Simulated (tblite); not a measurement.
## A script for Mg2Ge (GFN2-xTB)

These are simulated results from tblite 0.8.0, not measurements. The cell was built from a prototype and was relaxed with r2SCAN in plane waves (Ansatz 0.2.0). Not every such cell is a known phase. All runs are without spin polarisation.

The symmetry is Fm-3m (No. 225, cubic); a = 6.366 Å in the conventional setting, 21.50 Å³ an atom. Around Ge lie 8 Mg at 2.76 Å; around Mg lie 4 Ge at 2.76 Å.

tblite solves periodic systems at the zone centre alone, so the script builds a cluster of 2×2×2 conventional cells (96 atoms), which folds in a coarse mesh of k points.

run.py reads:

```python
import json
from ase import Atoms
from ase.build import make_supercell
from ase.units import Bohr, GPa, Hartree
from tblite.interface import Calculator

atoms = Atoms(['Ge', 'Mg', 'Mg'],
              cell=[[0.0, 3.183101, 3.183101], [3.183101, 0.0, 3.183101], [3.183101, 3.183101, 0.0]],
              scaled_positions=[[-0.0, 0.0, 0.0], [0.25, 0.25, 0.25], [0.75, 0.75, 0.75]],
              pbc=True)
cluster = make_supercell(atoms, [[-2, 2, 2], [2, -2, 2], [2, 2, -2]])
calc = Calculator('GFN2-xTB', cluster.numbers, cluster.positions / Bohr, lattice=cluster.cell[:] / Bohr, periodic=cluster.pbc)
calc.set('temperature', 0.02 / Hartree)
calc.set('max-iter', 150)
res = calc.singlepoint()
levels = res.get('orbital-energies') * Hartree
nv = round(res.get('orbital-occupations').sum() / 2)
cells = len(cluster) // len(atoms)
out = {'energy_per_cell': res.get('energy') * Hartree / cells, 'homo': levels[nv - 1], 'lumo': levels[nv],
       'stress': (-res.get('virial') * Hartree / cluster.get_volume() / GPa).tolist(), 'charges': res.get('charges')[:len(atoms)].tolist(), 'electrons': 2 * nv / cells}
json.dump(out, open('results.json', 'w'))
for key, value in out.items():
    print(key, value)
```

Command: `python run.py`. It took 54 s on 1 thread of Arm Neoverse V1, on a shared host, peak memory 0.2 GiB.

Output:

```
------------------------------------------------------------
  cycle        total energy    energy error   density error
------------------------------------------------------------
      1     -64.97486613465  -6.5248908E+01   5.2363413E-01
      2      65.00392277772   1.2997879E+02   6.5074631E-01
      3     -33.69283212035  -9.8696755E+01   4.2623082E-01
      4     -95.47422761686  -6.1781395E+01   1.2672399E-01
      5     -95.10618477434   3.6804284E-01   8.3743762E-02
      6     -96.44685511904  -1.3406703E+00   2.9414855E-02
      7     -94.81144885007   1.6354063E+00   8.7887329E-02
      8     -95.77743869024  -9.6598984E-01   7.2332200E-02
      9     -96.02812432598  -2.5068564E-01   5.8333894E-02
     10     -95.75518647493   2.7293785E-01   6.9468698E-02
     11     -95.83925818078  -8.4071706E-02   6.6416660E-02
     12     -96.10573007706  -2.6647190E-01   5.2439169E-02
     13     -96.09230506116   1.3425016E-02   5.3220485E-02
     14     -96.27848990889  -1.8618485E-01   4.4502144E-02
     15     -96.34304522406  -6.4555315E-02   3.9732131E-02
     16     -96.41155750706  -6.8512283E-02   3.4034725E-02
     17     -96.48846033989  -7.6902833E-02   2.6620490E-02
     18     -96.54006894989  -5.1608610E-02   1.9105826E-02
     19     -96.57177222145  -3.1703272E-02   1.2046938E-02
     20     -96.57969918578  -7.9269643E-03   8.8080072E-03
     21     -96.57497182542   4.7273604E-03   8.3025046E-03
     22     -96.57481430055   1.5752487E-04   8.3210354E-03
     23     -96.57615509935  -1.3407988E-03   7.9326559E-03
     24     -96.57729302527  -1.1379259E-03   7.6274821E-03
     25     -96.58030499371  -3.0119684E-03   6.7565876E-03
     26     -96.58246914434  -2.1641506E-03   6.0858263E-03
     27     -96.58346722003  -9.9807570E-04   5.7443974E-03
     28     -96.58554741828  -2.0801983E-03   5.0472218E-03
     29     -96.58550834546   3.9072828E-05   5.0772368E-03
     30     -96.58559514983  -8.6804376E-05   5.0360056E-03
     31     -96.58605065454  -4.5550471E-04   4.8903042E-03
     32     -96.58694752382  -8.9686928E-04   4.5771479E-03
     33     -96.58751551312  -5.6798929E-04   4.2711356E-03
     34     -96.58861892951  -1.1034164E-03   3.8085497E-03
     35     -96.58868128546  -6.2355956E-05   3.7842484E-03
     36     -96.58879274687  -1.1146141E-04   3.7534731E-03
     37     -96.58852382539   2.6892148E-04   3.8521753E-03
     38     -96.58905771164  -5.3388624E-04   3.6139803E-03
     39     -96.58872655909   3.3115255E-04   3.7842299E-03
     40     -96.58841289947   3.1365963E-04   3.9491548E-03
     41     -96.58852343226  -1.1053279E-04   3.8565075E-03
     42     -96.58880297721  -2.7954496E-04   3.6731803E-03
     43     -96.58868818915   1.1478806E-04   3.7457489E-03
     44     -96.58854287094   1.4531821E-04   3.8479305E-03
     45     -96.58855052246  -7.6515213E-06   3.8431311E-03
     46     -96.58858192440  -3.1401940E-05   3.8254489E-03
     47     -96.58858947659  -7.5521829E-06   3.8192520E-03
     48     -96.58897165179  -3.8217520E-04   3.5536697E-03
     49     -96.58992744051  -9.5578872E-04   2.7796867E-03
     50     -96.59016016504  -2.3272453E-04   2.5573260E-03
[... 5 lines left out ...]
     56     -96.59072897936  -5.3643369E-05   1.9182445E-03
     57     -96.59072509404   3.8853206E-06   1.9358767E-03
     58     -96.59079547232  -7.0378285E-05   1.8539053E-03
     59     -96.59083310742  -3.7635099E-05   1.8006677E-03
     60     -96.59086946334  -3.6355919E-05   1.7286928E-03
     61     -96.59086737875   2.0845905E-06   1.7210633E-03
     62     -96.59084499645   2.2382303E-05   1.7577722E-03
     63     -96.59083043758   1.4558868E-05   1.7664654E-03
     64     -96.59084926466  -1.8827076E-05   1.7607854E-03
     65     -96.59086464389  -1.5379238E-05   1.7445176E-03
     66     -96.59086657282  -1.9289283E-06   1.7365849E-03
     67     -96.59085304188   1.3530946E-05   1.7603077E-03
     68     -96.59085410141  -1.0595307E-06   1.7394684E-03
     69     -96.59087440026  -2.0298855E-05   1.6912188E-03
     70     -96.59091115824  -3.6757972E-05   1.5966958E-03
     71     -96.59097650785  -6.5349619E-05   1.4407550E-03
     72     -96.59099828524  -2.1777386E-05   1.3988279E-03
     73     -96.59101240537  -1.4120125E-05   1.3758913E-03
     74     -96.59101978271  -7.3773413E-06   1.3674860E-03
     75     -96.59101995885  -1.7614022E-07   1.3676838E-03
     76     -96.59101356167   6.3971815E-06   1.3736662E-03
     77     -96.59088383248   1.2972918E-04   1.5648363E-03
     78     -96.59083511959   4.8712889E-05   1.6441252E-03
     79     -96.59086689798  -3.1778386E-05   1.6143267E-03
     80     -96.59104452480  -1.7762682E-04   1.3712428E-03
     81     -96.59121774733  -1.7322254E-04   9.7699084E-04
     82     -96.59125180107  -3.4053737E-05   8.7307622E-04
     83     -96.59124082362   1.0977443E-05   9.1557470E-04
     84     -96.59123503334   5.7902878E-06   9.3404776E-04
     85     -96.59122209306   1.2940279E-05   9.9383711E-04
     86     -96.59121527557   6.8174855E-06   1.0105199E-03
     87     -96.59122427591  -9.0003393E-06   9.6626990E-04
     88     -96.59119778734   2.6488570E-05   1.0519177E-03
     89     -96.59120283429  -5.0469439E-06   1.0235305E-03
     90     -96.59122938362  -2.6549335E-05   9.1600092E-04
     91     -96.59123833912  -8.9554984E-06   8.8104594E-04
     92     -96.59123106563   7.2734932E-06   9.0320214E-04
     93     -96.59123072955   3.3607741E-07   8.9541112E-04
     94     -96.59126914419  -3.8414643E-05   7.4959696E-04
     95     -96.59128183348  -1.2689290E-05   6.9468767E-04
     96     -96.59128175690   7.6586446E-08   6.9502485E-04
     97     -96.59129445897  -1.2702078E-05   6.3404577E-04
     98     -96.59130170594  -7.2469642E-06   5.9754657E-04
     99     -96.59130414356  -2.4376188E-06   5.7677548E-04
    100     -96.59130635668  -2.2131228E-06   5.3505354E-04
    101     -96.59131029173  -3.9350527E-06   5.0585816E-04
    102     -96.59131419934  -3.9076089E-06   4.7662172E-04
    103     -96.59131312798   1.0713626E-06   4.8179316E-04
    104     -96.59131376842  -6.4044467E-07   4.7523102E-04
    105     -96.59132631248  -1.2544055E-05   3.8983444E-04
    106     -96.59132942897  -3.1164968E-06   3.6336204E-04
    107     -96.59132319181   6.2371661E-06   3.9241599E-04
    108     -96.59131530005   7.8917589E-06   4.3666709E-04
    109     -96.59130165213   1.3647919E-05   5.0688315E-04
    110     -96.59131000558  -8.3534474E-06   4.6485989E-04
    111     -96.59131063868  -6.3309990E-07   4.6142631E-04
    112     -96.59130809603   2.5426491E-06   4.7771658E-04
    113     -96.59130989962  -1.8035908E-06   4.6807199E-04
    114     -96.59131196478  -2.0651593E-06   4.5609838E-04
    115     -96.59130890666   3.0581147E-06   4.7563390E-04
    116     -96.59130906897  -1.6231029E-07   4.7644888E-04
    117     -96.59131149115  -2.4221726E-06   4.6693428E-04
    118     -96.59132191490  -1.0423755E-05   3.9718123E-04
    119     -96.59131850747   3.4074348E-06   4.2847254E-04
    120     -96.59131926071  -7.5324708E-07   4.2703518E-04
    121     -96.59132833472  -9.0740016E-06   3.5185665E-04
    122     -96.59133226864  -3.9339274E-06   3.1158105E-04
    123     -96.59133264477  -3.7612546E-07   3.0702417E-04
    124     -96.59133224545   3.9931638E-07   3.1244945E-04
    125     -96.59133487690  -2.6314439E-06   2.8103528E-04
    126     -96.59133869938  -3.8224825E-06   2.3293580E-04
    127     -96.59134160069  -2.9013144E-06   1.8915183E-04
    128     -96.59134320622  -1.6055232E-06   1.6135207E-04
    129     -96.59134329371  -8.7493532E-08   1.5892347E-04
    130     -96.59134337079  -7.7079292E-08   1.5786835E-04
    131     -96.59134333885   3.1935699E-08   1.5808125E-04
    132     -96.59134342570  -8.6843627E-08   1.5679599E-04
    133     -96.59134376223  -3.3653080E-07   1.5424422E-04
    134     -96.59134373817   2.4062189E-08   1.5462470E-04
    135     -96.59134374790  -9.7346060E-09   1.5468637E-04
    136     -96.59134376272  -1.4814233E-08   1.5527190E-04
    137     -96.59134347474   2.8797469E-07   1.5941073E-04
    138     -96.59134314959   3.2515258E-07   1.6341254E-04
    139     -96.59134343693  -2.8734497E-07   1.5889897E-04
    140     -96.59134298152   4.5540875E-07   1.6512285E-04
    141     -96.59134299697  -1.5444627E-08   1.6468000E-04
    142     -96.59134376410  -7.6712675E-07   1.5358980E-04
    143     -96.59134400761  -2.4351006E-07   1.5040639E-04
    144     -96.59134409435  -8.6744137E-08   1.4923776E-04
    145     -96.59134401444   7.9904723E-08   1.5038053E-04
    146     -96.59134398695   2.7493400E-08   1.5085425E-04
    147     -96.59134410781  -1.2085411E-07   1.4980274E-04
    148     -96.59134422540  -1.1759479E-07   1.4812471E-04
    149     -96.59134422724  -1.8369093E-09   1.4809382E-04
    150     -96.59134422174   5.5001834E-09   1.4962231E-04
------------------------------------------------------------

 total:                                  53.231 sec
tblite.exceptions.TBLiteRuntimeError: SCF not converged in 150 cycles
```

The self-consistent cycle didn't converge within its limit, so this run gives no property of the crystal.

xTB was fitted mostly to molecules, and a small cluster samples few k points, so gaps, pressures and kinks along a curve can be far from a solid's.

The runs are scalar-relativistic, without spin-orbit coupling.
